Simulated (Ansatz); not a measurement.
# Si: the cost of one run

Program: Ansatz 0.2.0. Level of theory: DFT PBEsol, scalar-relativistic, plane waves, PAW. These are calculated values, not measurements.

**1. The structure to begin with**

The structure is tetragonal, space group I4/mmm (No. 139). The conventional cell has a = 3.254 Å, b = 3.254 Å, c = 2.641 Å, α = 90.00°, β = 90.00°, γ = 90.00°. Si (site symmetry 4/mmm) has 10 Si at 2.64 to 2.65 Å as nearest neighbours.

Structure file:

```xyz
1
Lattice="-1.6269 1.6269 1.3203 1.6269 -1.6269 1.3203 1.6269 1.6269 -1.3203" Properties=species:S:1:pos:R:3 pbc="T T T"
Si    0.0000    0.0000    0.0000
```

The structure comes from the Materials Project (structure only).

**2. A change within the space group**

The change: strain xx, yy, zz, yz, xz, xy = +2.0, +2.0, -7.0, +0.0, +0.0, +0.0 %.

Contents of input.yaml:

```yaml
crystal:
  lattice:
    - [-1.659274268, 1.659274268, 1.2277615242]
    - [1.659274268, -1.659274268, 1.2277615242]
    - [1.659274268, 1.659274268, -1.2277615242]
  atoms:
    - { symbol: Si, position: [0.0, 0.0, 0.0] }
basis:
  ecutwfc: 420
kpoints:
  mp_grid: { grid: [20, 20, 20] }
hamiltonian:
  xc: pbesol
scf:
  occupations: { method: gaussian, width: 0.1 }
output:
  forces: true
  stress: true
  eigenvalues: true
  populations: true
```

Started as:

```
$ ansatz run input.yaml --threads 1 --pin off --max-ram 1331MiB --backend cpu --events-out ev --progress --plain --runs-dir out
```

Q: Estimate wall time and peak memory on 1 thread of an x86-64 CPU, shared host.

About 10 s, with a peak of 0.35 GiB.
